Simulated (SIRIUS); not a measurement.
Crystal: ZnO (zincite).

```
Zn O
1.0
     3.24931    0.00000    0.00000
    -1.62465    2.81398    0.00000
     0.00000    0.00000    5.20571
Zn O
2 2
Direct
  0.66667 0.33333 0.00000
  0.33333 0.66667 0.50000
  0.33333 0.66667 0.87901
  0.66667 0.33333 0.37901
```

Base run:

- Program: SIRIUS 7.12.0
- Functional: PBE
- Potentials or basis: all-electron FP-LAPW
- Cutoff: 344 eV
- Basis: apw+lo standard
- k mesh: 9 × 9 × 5
- Occupations: fermi-dirac, width 0.05 eV
- Spin: no spin polarisation

Its results: band gap on the k mesh 0.83 eV, direct; largest force 0.073 eV/Å.

Task: The run is repeated on the same cell with these changes: functional from PBE to PBEsol. What comes out?

Result: Band gap on the k mesh 0.72 eV, direct; largest force 0.063 eV/Å.

Caveats: an odd mesh through Γ misses points on the zone boundary, where band edges often lie.

Not every run made on this cell is shown here.
